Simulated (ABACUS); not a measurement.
Si2W in ABACUS: the effect of functional

The system is Si2W.

```
W Si
1.0
    -1.60690    1.60690    3.91495
     1.60690   -1.60690    3.91495
     1.60690    1.60690   -3.91495
W Si
1 2
Direct
  0.00000 0.00000 0.00000
  0.66530 0.66530 0.00000
  0.33470 0.33470 0.00000
```

Alike in all runs:

```yaml
Program: ABACUS 3.10.1
Task: single point
Potentials_or_basis: SG15 ONCV 1.2 PBE
Cutoff: 1007 eV
Density_cutoff: 4027 eV
Basis: plane waves
k_mesh: 12 × 12 × 12
Occupations: fermi-dirac, width 0.05 eV
Spin: no spin polarisation
```

```csv
functional,pressure (GPa),largest force (eV/Å)
LDA,-5.3,0.11
PBE,?,?
PBEsol,-0.5,0.02
RPBE,7.5,0.18
AM05,-1.5,0.06
TPSS,1.4,0.11
```

Task: What does the run with functional PBE give?

Result: Pressure 4.0 GPa; largest force 0.10 eV/Å.

Caveats: the potentials were made for another functional, which shifts forces and pressure (some runs).
